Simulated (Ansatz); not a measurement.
Au:

```xyz
1
Lattice="-1.6573 1.6573 1.6573 1.6573 -1.6573 1.6573 1.6573 1.6573 -1.6573" Properties=species:S:1:pos:R:3 pbc="T T T"
Au    0.0000    0.0000    0.0000
```

This isn't the form of Au at room conditions, which is fcc.

- Program: Ansatz 0.2.0
- Task: relaxation of cell and atoms
- Functional: B3LYP
- Potentials or basis: Ansatz PAW
- Cutoff: 420 eV (not typed: the program's choice for these potentials)
- k mesh: 6 × 6 × 6
- Occupations: fermi-dirac, width 0.05 eV
- Spin: no spin polarisation

At the start: volume 18.21 Å³/atom.

Task: Where does the relaxation end?

Result: It ends after 4 steps and the volume is 18.87 Å³/atom (+3.7 %); space group Im-3m (No. 229, to 0.05 Å).

Step by step:
```tsv
step	energy change (eV)	largest force (eV/Å)	volume (Å³)
1	0.0000	0.0000	18.21
2	-0.0085	0.0000	18.97
3	-0.0087	0.0000	18.87
4	-0.0093	0.0000	18.87
```

Final structure:
```
CELL_PARAMETERS angstrom
-1.67725 1.67725 1.67725
1.67725 -1.67725 1.67725
1.67725 1.67725 -1.67725
ATOMIC_POSITIONS crystal
Au 0.00000 0.00000 0.00000
```

Caveat: the k mesh is coarse (spacing up to 0.45 Å⁻¹), so the values aren't converged, least of all with exact exchange; the plane-wave basis is chosen anew once the cell has moved, so the energies of steps on either side of that aren't comparable; the PAW data sets come from PBE, with cores solved anew for the run's functional, which leaves a small shift of forces and pressure.
